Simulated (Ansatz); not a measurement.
One change: `C1=CCC1` becomes `IC1C=CC1`.

Ansatz, PBE0-D4/def2-TZVP geometries, multiplicity 1. 

Elements past krypton have def2 core potentials.

```json
{"property": "LUMO energy (PBE/def2-TZVPP) / eV", "`C1=CCC1`": "-0.56"}
{"property": "HOMO energy (PBE/def2-TZVPP) / eV", "`C1=CCC1`": "-6.05"}
{"property": "HOMO energy (PBE0/def2-TZVPP) / eV", "`C1=CCC1`": "-7.16"}
{"property": "size of the dipole moment (PBE/def2-TZVPP) / D", "`C1=CCC1`": "0.19"}
{"property": "LUMO energy (ωB97M-V/def2-TZVPP) / eV", "`C1=CCC1`": "2.62"}
{"property": "LUMO energy (B3LYP/def2-TZVPP) / eV", "`C1=CCC1`": "0.23"}
```

(1) What does the change do to each property? (Best estimate.)

Answers

(1) The calculation gave: 
```tsv
property	`IC1C=CC1`	shift
LUMO energy (PBE/def2-TZVPP) / eV	-1.87	-1.31
HOMO energy (PBE/def2-TZVPP) / eV	-5.99	0.06
HOMO energy (PBE0/def2-TZVPP) / eV	-7.10	0.06
size of the dipole moment (PBE/def2-TZVPP) / D	2.18	1.99
LUMO energy (ωB97M-V/def2-TZVPP) / eV	1.04	-1.58
LUMO energy (B3LYP/def2-TZVPP) / eV	-1.17	-1.40
```

With PBE0 the HOMO rises by 0.06 eV and the LUMO falls by 1.43 eV, so the gap narrows by about 1.49 eV. PBE moves the HOMO by 0.06 eV and ωB97M-V by 0.15 eV. Dipoles are sizes alone; their direction can turn.

B3LYP here is the variant with VWN-RPA as its local correlation; programs differ in this.

Spin–orbit coupling is left out; it splits and shifts lone-pair levels of the heavy atoms by tenths of an eV.

Positive LUMOs are unbound, so they and the gaps depend on the basis.
